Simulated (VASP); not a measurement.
# AgCl (Fm-3m) in VASP: notebook

The runs below take AgCl through single point, relaxation of cell and atoms, with PBE+D3(BJ).

All numbers are computed with VASP 6.6.1; they aren't measurements. Logs are shortened: lines on timing, memory, paths and dates and some standing lists are left out, and cuts for length are marked.

**Experimental background.**

A printed reference work, data compilation reports, for a bulk crystal of AgCl: band gap 3.249 eV (indirect).

The results are compared with them further down.

## (1) The crystal as given

It takes space group Fm-3m (No. 225, cubic). Conventional cell: a = 5.611 Å, b = 5.611 Å, c = 5.611 Å, α = 90.00°, β = 90.00°, γ = 90.00°. Ag (site symmetry m-3m) has 6 Cl at 2.81 Å as nearest neighbours. Cl (site symmetry m-3m) is surrounded by 6 Ag at 2.81 Å.

## (2) Single point, PBE+D3(BJ) (relaxed again under DFT PBE+D3(BJ), scalar-relativistic, plane waves, PAW)

File INCAR:

```
ALGO = Fast
EDIFF = 1E-7
ENCUT = 520
GGA = PE
ISIF = 2
ISMEAR = 0
IVDW = 12
LASPH = True
LCHARG = False
LREAL = False
LWAVE = False
NBANDS = 16
NELM = 100
PREC = Accurate
SIGMA = 0.02
```

File KPOINTS:

```
k-points
0
Gamma
  8 8 8
```

File POSCAR:

```
AgCl
1.0
    0.0000000000      2.7560759917      2.7560759917
    2.7560759917      0.0000000000      2.7560759917
    2.7560759917      2.7560759917      0.0000000000
Ag Cl
1 1
Direct
    0.0000000000      0.0000000000      0.0000000000
    0.5000000000      0.5000000000      0.5000000000
```

Potentials or basis: VASP PAW PBE potentials, release 64 (Ag, Cl).

Launch:

```console
> cat potpaw_PBE.64/Ag/POTCAR potpaw_PBE.64/Cl/POTCAR > POTCAR
> mpirun -np 1 vasp_std > vasp.out
```

OUTCAR:

```text
EDIFF = 1E-7
   ENCUT = 520
   GGA = PE
   ISIF = 2
   ISMEAR = 0
   IVDW = 12
   LASPH = True
   LREAL = False
   NELM = 100
   PREC = Accurate
 IVDW          = 12

 ion  position               nearest neighbor table
   1  0.000  0.000  0.000-   2 2.76   2 2.76   2 2.76   2 2.76   2 2.76   2 2.76
   2  0.500  0.500  0.500-   1 2.76   1 2.76   1 2.76   1 2.76   1 2.76   1 2.76

  LATTYP: Found a face centered cubic cell.
 ALAT       =     5.5121519834

  Lattice vectors:

 A1 = (   0.0000000000,   2.7560759917,   2.7560759917)
 A2 = (   2.7560759917,   0.0000000000,   2.7560759917)
 A3 = (   2.7560759917,   2.7560759917,   0.0000000000)

Analysis of symmetry for initial positions (statically):
=====================================================================
 Subroutine PRICEL returns:
 Original cell was already a primitive cell.

 Routine SETGRP: Setting up the symmetry group for a
 face centered cubic supercell.

 Subroutine GETGRP returns: Found 48 space group operations
 (whereof 48 operations were pure point group operations)
 out of a pool of 48 trial point group operations.

The static configuration has the point symmetry O_h .

Analysis of symmetry for dynamics (positions and initial velocities):
=====================================================================
 Subroutine PRICEL returns:
 Original cell was already a primitive cell.

 Routine SETGRP: Setting up the symmetry group for a
 face centered cubic supercell.

 Subroutine GETGRP returns: Found 48 space group operations
 (whereof 48 operations were pure point group operations)
 out of a pool of 48 trial point group operations.

The dynamic configuration has the point symmetry O_h .

 Subroutine INISYM returns: Found 48 space group operations
 (whereof 48 operations are pure point group operations),
 and found     1 'primitive' translations

----------------------------------------------------------------------------------------

                                     Primitive cell

  volume of cell :      41.8701

  direct lattice vectors                    reciprocal lattice vectors
     0.000000000  2.756075992  2.756075992    -0.181417349  0.181417349  0.181417349
     2.756075992  0.000000000  2.756075992     0.181417349 -0.181417349  0.181417349
     2.756075992  2.756075992  0.000000000     0.181417349  0.181417349 -0.181417349

  length of vectors
     3.897680046  3.897680046  3.897680046     0.314224066  0.314224066  0.314224066

  position of ions in fractional coordinates (direct lattice)
     0.000000000  0.000000000  0.000000000
[... 81 lines left out ...]
   NSW    =      0    number of steps for IOM
   IBRION =     -1    ionic relax: 0-MD 1-quasi-New 2-CG
   NFREE  =      0    steps in history (QN), initial steepest desc. (CG)
   ISIF   =      2    stress and relaxation
   ISYM   =      2    0-nonsym 1-usesym 2-fastsym
   POTIM  = 0.5000    time-step for ionic-motion
   TEBEG  =    0.0;   TEEND  =   0.0 temperature during run
   PSTRESS=    0.0 pullay stress
   NELECT =      18.0000    total number of electrons
   NUPDOWN=      -1.0000    fix difference up-down
   EMIN   =  10.00;   EMAX   =-10.00  energy-range for DOS
   EFERMI =   0.00;   METHOD = LEGACY
   ISMEAR =     0;   SIGMA  =   0.02  broadening in eV -4-tet -1-fermi 0-gaus
   EFERMI_NEDOS =   21; number of points for ismear=-14 and -15
   IALGO  =     68    algorithm
   IMIX   =      4    mixing-type and parameters
     AMIX     =   0.40;   BMIX     =  1.00
     AMIX_MAG =   1.60;   BMIX_MAG =  1.00
  volume/ion in A,a.u.               =      20.94       141.28
  Fermi-wavevector in a.u.,A,eV,Ry     =   1.235562  2.334873 20.770831  1.526613
  Thomas-Fermi vector in A             =   2.370206
   LORBIT       =      0    0 simple, 1 ext, 2 COOP (PROOUT), +10 PAW based schemes
   GGA     = PE    functional components
   LHFCALC =     F    Hartree Fock is set to
   AEXX    =    0.0000 exact exchange contribution
   IVDW    =    12    specifies the selected vdW correction
   LEPSILON=     F    determine dielectric tensor
   LRPA    =     F    only Hartree local field effects (RPA)
 non-spin polarized calculation
 RMM-DIIS sequential band-by-band and
 Gauss-broadening in eV      SIGMA  =   0.02
  energy-cutoff  :      520.00
  volume of cell :       41.87
 maximum number of plane-waves:      1158
 NGX is ok and might be reduce to    30
   NGX = 15   NGY = 15   NGZ = 15

 number of electron      18.0000005 magnetization

 Free energy of the ion-electron system (eV)
  ---------------------------------------------------
  ext. energy  EPLUGINS =         0.00000000
  ---------------------------------------------------
  free energy    TOTEN  =        -5.38448027 eV

  energy without entropy =       -5.38448027  energy(sigma->0) =       -5.38448027

 E-fermi :   4.1958     XC(G=0): -10.0628

 val. band max:        4.0548955341   @ k =   0.5000   0.0000   0.0000
 cond. band min:       4.9600160283   @ k =   0.0000   0.0000   0.0000
 fundamental gap:      0.9051204942
 Fermi energy:         4.1958294293

 k-point     1 :       0.0000    0.0000    0.0000
  band No.  band energies     occupation
      1     -11.2197      2.00000
      2       1.5398      2.00000
      3       1.5398      2.00000
      4       1.5398      2.00000
      5       1.5818      2.00000
      6       1.5818      2.00000
[... 433 lines left out ...]
      3      -0.1561      2.00000
      4      -0.1071      2.00000
      5       1.8558      2.00000
      6       1.9255      2.00000
[... 8 lines left out ...]
     15      17.6086      0.00000
     16      19.0702      0.00000

 [... further k-points ...]

------------------------ aborting loop because EDIFF is reached ----------------------------------------

 Edisp (eV)   -0.67545

 E8    (eV) :    -0.2711

  FORCE on cell =-STRESS in cart. coord.  units (eV):
  Direction    XX          YY          ZZ          XY          YZ          ZX
  --------------------------------------------------------------------------------------
  -------------------------------------------------------------------------------------
  Total      -0.04991    -0.04991    -0.04991    -0.00000     0.00000    -0.00000
  in kB      -1.91000    -1.91000    -1.91000    -0.00000     0.00000    -0.00000
  external pressure =       -1.91 kB  Pullay stress =        0.00 kB

 VOLUME and BASIS-vectors are now :
 -----------------------------------------------------------------------------
  energy-cutoff  :      520.00
  volume of cell :       41.87
      direct lattice vectors                 reciprocal lattice vectors
     0.000000000  2.756075992  2.756075992    -0.181417349  0.181417349  0.181417349
     2.756075992  0.000000000  2.756075992     0.181417349 -0.181417349  0.181417349
     2.756075992  2.756075992  0.000000000     0.181417349  0.181417349 -0.181417349

 POSITION                                       TOTAL-FORCE (eV/Angst)
 -----------------------------------------------------------------------------------
      0.00000      0.00000      0.00000        -0.000000     -0.000000     -0.000000
      2.75608      2.75608      2.75608         0.000000      0.000000      0.000000
 -----------------------------------------------------------------------------------
    total drift:                               -0.000000      0.000000      0.000000

  FREE ENERGIE OF THE ION-ELECTRON SYSTEM (eV)
  ---------------------------------------------------
  free  energy   TOTEN  =        -6.0599289335 eV

  energy  without entropy=       -6.0599289335  energy(sigma->0) =       -6.05992893
```

OSZICAR:

```text
N       E                     dE             d eps       ncg     rms          rms(c)
DAV:   1     0.100228721294E+03    0.10023E+03   -0.85732E+03   944   0.101E+03
DAV:   2    -0.190591305687E+01   -0.10213E+03   -0.94323E+02  1176   0.224E+02
DAV:   3    -0.553887414720E+01   -0.36330E+01   -0.36255E+01  1136   0.439E+01
DAV:   4    -0.556415364217E+01   -0.25279E-01   -0.25278E-01  1192   0.397E+00
DAV:   5    -0.556450193304E+01   -0.34829E-03   -0.34829E-03  1160   0.456E-01    0.649E+00
RMM:   6    -0.539211413740E+01    0.17239E+00   -0.26291E-01   947   0.289E+00    0.443E+00
RMM:   7    -0.538458986082E+01    0.75243E-02   -0.44855E-02   984   0.122E+00    0.185E+00
RMM:   8    -0.538432593291E+01    0.26393E-03   -0.34277E-03  1044   0.460E-01    0.388E-01
RMM:   9    -0.538443061960E+01   -0.10469E-03   -0.79739E-04  1076   0.237E-01    0.619E-02
RMM:  10    -0.538447558662E+01   -0.44967E-04   -0.19882E-04  1066   0.103E-01    0.446E-02
RMM:  11    -0.538447901369E+01   -0.34271E-05   -0.55123E-05  1034   0.610E-02    0.436E-03
RMM:  12    -0.538448015560E+01   -0.11419E-05   -0.87130E-06  1081   0.214E-02    0.583E-03
RMM:  13    -0.538448027817E+01   -0.12258E-06   -0.96364E-07  1011   0.718E-03    0.484E-03
RMM:  14    -0.538448027008E+01    0.80950E-08   -0.46701E-07   918   0.479E-03
   1 F= -.60599289E+01 E0= -.60599289E+01  d E =-.479682E-25
```

Run time: 20 s. Hardware: 1 thread of Intel Xeon Platinum 8375C at 2.90GHz (Ice Lake), shared host; peak memory 0.18 GiB.

What came out:

- Free energy: -6.0599 eV
- Pressure: -0.2 GPa
- Band gap on the k mesh: 0.91 eV, indirect (least direct gap 3.24 eV)
- Dispersion energy per atom: -0.338 eV

A k mesh can miss the band edges.

## (3) Relaxation of cell and atoms, PBE+D3(BJ)

File INCAR:

```
SYSTEM = AgCl
PREC     = Accurate       ! precision mode
ENCUT    = 600            ! plane-wave cutoff, eV
EDIFF    = 1E-7           ! SCF threshold, eV
ISMEAR   = 0              ! smearing method
SIGMA    = 0.02           ! smearing width, eV
LREAL    = .FALSE.        ! projectors in reciprocal space
LASPH    = .TRUE.         ! aspherical terms in the spheres
NELM     = 100            ! most SCF steps
ALGO     = Normal         ! electronic algorithm
ISIF     = 3              ! what is computed and relaxed
LWAVE    = .FALSE.        ! write WAVECAR
LCHARG   = .FALSE.        ! write CHGCAR
GGA      = PE             ! functional
IVDW     = 12             ! dispersion correction
IBRION   = 2              ! ionic algorithm
NSW      = 70             ! ionic steps
EDIFFG   = -0.005         ! ionic threshold
```

File KPOINTS:

```
Automatic mesh
0
G
  8 8 8
  0 0 0
```

File POSCAR:

```
AgCl
1.0
    0.0000000000      2.8053419536      2.8053419536
    2.8053419536      0.0000000000      2.8053419536
    2.8053419536      2.8053419536      0.0000000000
Ag Cl
1 1
Direct
    0.0000000000      0.0000000000      0.0000000000
    0.5000000000      0.5000000000      0.5000000000
```

Potentials or basis: VASP PAW PBE potentials, release 64 (Ag, Cl).

Launch:

```console
> cat potpaw_PBE.64/Ag/POTCAR potpaw_PBE.64/Cl/POTCAR > POTCAR
> mpirun -np 1 vasp_std > vasp.out
```

OUTCAR:

```text
SYSTEM = AgCl
   PREC = Accurate
   ENCUT = 600
   EDIFF = 1E-7
   ISMEAR = 0
   LREAL = .FALSE.
   LASPH = .TRUE.
   NELM = 100
   ISIF = 3
   GGA = PE
   IVDW = 12
   IBRION = 2
   NSW = 70
   EDIFFG = -0.005
 IVDW          = 12

 ion  position               nearest neighbor table
   1  0.000  0.000  0.000-   2 2.81   2 2.81   2 2.81   2 2.81   2 2.81   2 2.81
   2  0.500  0.500  0.500-   1 2.81   1 2.81   1 2.81   1 2.81   1 2.81   1 2.81

  LATTYP: Found a face centered cubic cell.
 ALAT       =     5.6106839072

  Lattice vectors:

 A1 = (   0.0000000000,   2.8053419536,   2.8053419536)
 A2 = (   2.8053419536,   0.0000000000,   2.8053419536)
 A3 = (   2.8053419536,   2.8053419536,   0.0000000000)

Analysis of symmetry for initial positions (statically):
=====================================================================
 Subroutine PRICEL returns:
 Original cell was already a primitive cell.

 Routine SETGRP: Setting up the symmetry group for a
 face centered cubic supercell.

 Subroutine GETGRP returns: Found 48 space group operations
 (whereof 48 operations were pure point group operations)
 out of a pool of 48 trial point group operations.

The static configuration has the point symmetry O_h .

Analysis of symmetry for dynamics (positions and initial velocities):
=====================================================================
 Subroutine PRICEL returns:
 Original cell was already a primitive cell.

 Routine SETGRP: Setting up the symmetry group for a
 face centered cubic supercell.

 Subroutine GETGRP returns: Found 48 space group operations
 (whereof 48 operations were pure point group operations)
 out of a pool of 48 trial point group operations.

The dynamic configuration has the point symmetry O_h .

 Subroutine INISYM returns: Found 48 space group operations
 (whereof 48 operations are pure point group operations),
 and found     1 'primitive' translations

[... 83 lines left out ...]
   NGXF,Y,Z  is equivalent  to a cutoff of  26.82, 26.82, 26.82 a.u.
 SYSTEM =  AgCl
   PREC   = accura    normal or accurate (medium, high low for compatibility)
   ISTART =      0    job   : 0-new  1-cont  2-samecut
   ICHARG =      2    charge: 1-file 2-atom 10-const
   ISPIN  =      1    spin polarized calculation?
   LNONCOLLINEAR =      F non collinear calculations
   LSORBIT =      F    spin-orbit coupling
   LASPH  =      T    aspherical Exc in radial PAW
   ENCUT  =  600.0 eV  44.10 Ry    6.64 a.u.   7.92  7.92  7.92*2*pi/ulx,y,z
   NELM   =    100;   NELMIN=  2; NELMDL= -5     # of ELM steps
   EDIFF  = 0.1E-06   stopping-criterion for ELM
   LREAL  =      F    real-space projection
   EDIFFG = -.5E-02   stopping-criterion for IOM
   NSW    =     70    number of steps for IOM
   IBRION =      2    ionic relax: 0-MD 1-quasi-New 2-CG
   NFREE  =      1    steps in history (QN), initial steepest desc. (CG)
   ISIF   =      3    stress and relaxation
   ISYM   =      2    0-nonsym 1-usesym 2-fastsym
   POTIM  = 0.5000    time-step for ionic-motion
   TEBEG  =    0.0;   TEEND  =   0.0 temperature during run
   PSTRESS=    0.0 pullay stress
   NELECT =      18.0000    total number of electrons
   NUPDOWN=      -1.0000    fix difference up-down
   EMIN   =  10.00;   EMAX   =-10.00  energy-range for DOS
   EFERMI =   0.00;   METHOD = LEGACY
   ISMEAR =     0;   SIGMA  =   0.02  broadening in eV -4-tet -1-fermi 0-gaus
   EFERMI_NEDOS =   21; number of points for ismear=-14 and -15
   IALGO  =     38    algorithm
   IMIX   =      4    mixing-type and parameters
     AMIX     =   0.40;   BMIX     =  1.00
     AMIX_MAG =   1.60;   BMIX_MAG =  1.00
  volume/ion in A,a.u.               =      22.08       148.99
  Fermi-wavevector in a.u.,A,eV,Ry     =   1.213864  2.293869 20.047704  1.473465
  Thomas-Fermi vector in A             =   2.349302
   LORBIT       =      0    0 simple, 1 ext, 2 COOP (PROOUT), +10 PAW based schemes
   GGA     = PE    functional components
   LHFCALC =     F    Hartree Fock is set to
   AEXX    =    0.0000 exact exchange contribution
   IVDW    =    12    specifies the selected vdW correction
   LEPSILON=     F    determine dielectric tensor
   LRPA    =     F    only Hartree local field effects (RPA)
 conjugate gradient relaxation of ions
 non-spin polarized calculation
 Gauss-broadening in eV      SIGMA  =   0.02
  energy-cutoff  :      600.00
  volume of cell :       44.16
 maximum number of plane-waves:      1490
   NGX = 15   NGY = 15   NGZ = 15

--------------------------------------- Ionic step        1  -------------------------------------------

 number of electron      18.0000003 magnetization

 Free energy of the ion-electron system (eV)
  ---------------------------------------------------
  ext. energy  EPLUGINS =         0.00000000
  ---------------------------------------------------
  free energy    TOTEN  =        -5.40125979 eV

  energy without entropy =       -5.40125979  energy(sigma->0) =       -5.40125979

 E-fermi :   3.5318     XC(G=0):  -9.7845

 val. band max:        3.3854875513   @ k =   0.5000   0.0000   0.0000
 cond. band min:       4.3059824512   @ k =   0.0000   0.0000   0.0000
 fundamental gap:      0.9204948999
 Fermi energy:         3.5317658140
[... 856 lines left out ...]
--------------------------------------- Ionic step        3  -------------------------------------------

 number of electron      18.0000000 magnetization

 Free energy of the ion-electron system (eV)
  ---------------------------------------------------
  ext. energy  EPLUGINS =         0.00000000
  ---------------------------------------------------
  free energy    TOTEN  =        -5.38340300 eV

  energy without entropy =       -5.38340300  energy(sigma->0) =       -5.38340300

 E-fermi :   4.2372     XC(G=0): -10.0758

 val. band max:        4.0863817283   @ k =   0.5000   0.0000   0.0000
 cond. band min:       4.9915960234   @ k =   0.0000   0.0000   0.0000
 fundamental gap:      0.9052142951
 Fermi energy:         4.2372191088
[... 417 lines left out ...]
  FREE ENERGIE OF THE ION-ELECTRON SYSTEM (eV)
  ---------------------------------------------------
  free  energy   TOTEN  =        -6.0605469849 eV

  energy  without entropy=       -6.0605469849  energy(sigma->0) =       -6.06054698

 reached required accuracy - stopping structural energy minimisation
```

OSZICAR:

```text
N       E                     dE             d eps       ncg     rms          rms(c)
DAV:   1     0.111531453342E+03    0.11153E+03   -0.94762E+03   762   0.139E+03
DAV:   2    -0.583295876189E+00   -0.11211E+03   -0.10416E+03   889   0.264E+02
DAV:   3    -0.554967894782E+01   -0.49664E+01   -0.49490E+01   899   0.599E+01
[... 26 lines left out ...]
DAV:   4    -0.538339933160E+01    0.19063E-04   -0.53562E-05   814   0.753E-02    0.396E-02
DAV:   5    -0.538340284319E+01   -0.35116E-05   -0.12459E-05   889   0.553E-02    0.682E-03
DAV:   6    -0.538340306307E+01   -0.21988E-06   -0.33464E-06   759   0.237E-02    0.247E-03
DAV:   7    -0.538340292346E+01    0.13961E-06   -0.13152E-07   407   0.349E-03    0.959E-04
DAV:   8    -0.538340300360E+01   -0.80138E-07   -0.15593E-08   377   0.126E-03
   3 F= -.60605470E+01 E0= -.60605470E+01  d E =-.194674E-01
```

CONTCAR:

```text
AgCl
   1.00000000000000
     0.0000000000000000    2.7538126609272671    2.7538126609272671
     2.7538126609272671    0.0000000000000000    2.7538126609272671
     2.7538126609272671    2.7538126609272671    0.0000000000000000
  Ag              Cl
     1     1
Direct
     0.0000000000000000    0.0000000000000000    0.0000000000000000
     0.5000000000000000    0.5000000000000000    0.5000000000000000

  0.00000000E+00  0.00000000E+00  0.00000000E+00
  0.00000000E+00  0.00000000E+00  0.00000000E+00
```

Wall time 24 s (1 thread of Intel Xeon Platinum 8375C at 2.90GHz (Ice Lake), shared host); peak memory 0.2 GiB.

What came out:

```yaml
Free_energy: -6.0605 eV
Relaxed_volume: 20.88 Å³/atom
Relaxed_cell: a = 3.894 Å, b = 3.894 Å, c = 3.894 Å, α = 60.00°, β = 60.00°, γ = 60.00°
Space_group_after_relaxing_to_0.05_Å: Fm-3m (No. 225)
Energy_gained_by_relaxing: 9.7 meV/atom
Ionic_steps: 3
Pressure_after_relaxing: 0.0 GPa
Band_gap_on_the_k_mesh: 0.91 eV, indirect (least direct gap 3.25 eV)
Dispersion_energy_per_atom: -0.339 eV
```

The path:
```tsv
step	energy change (eV)	largest force (eV/Å)	pressure (GPa)	volume (Å³)
1	0.0000	0.0000	-2.45	44.16
2	-0.0192	0.0000	-0.33	42.03
3	-0.0195	0.0000	-0.01	41.77
```

Final structure:
```cif
data_structure
_symmetry_space_group_name_H-M 'P 1'
_symmetry_Int_Tables_number 1
_cell_length_a 3.8945
_cell_length_b 3.8945
_cell_length_c 3.8945
_cell_angle_alpha 60.000
_cell_angle_beta 60.000
_cell_angle_gamma 60.000
_cell_volume 41.77
loop_
_atom_site_label
_atom_site_type_symbol
_atom_site_fract_x
_atom_site_fract_y
_atom_site_fract_z
_atom_site_occupancy
Ag1 Ag 0.00000 0.00000 0.00000 1
Cl1 Cl 0.50000 0.50000 0.50000 1
```

A k mesh can miss the band edges.

[end of part 1 of 2]
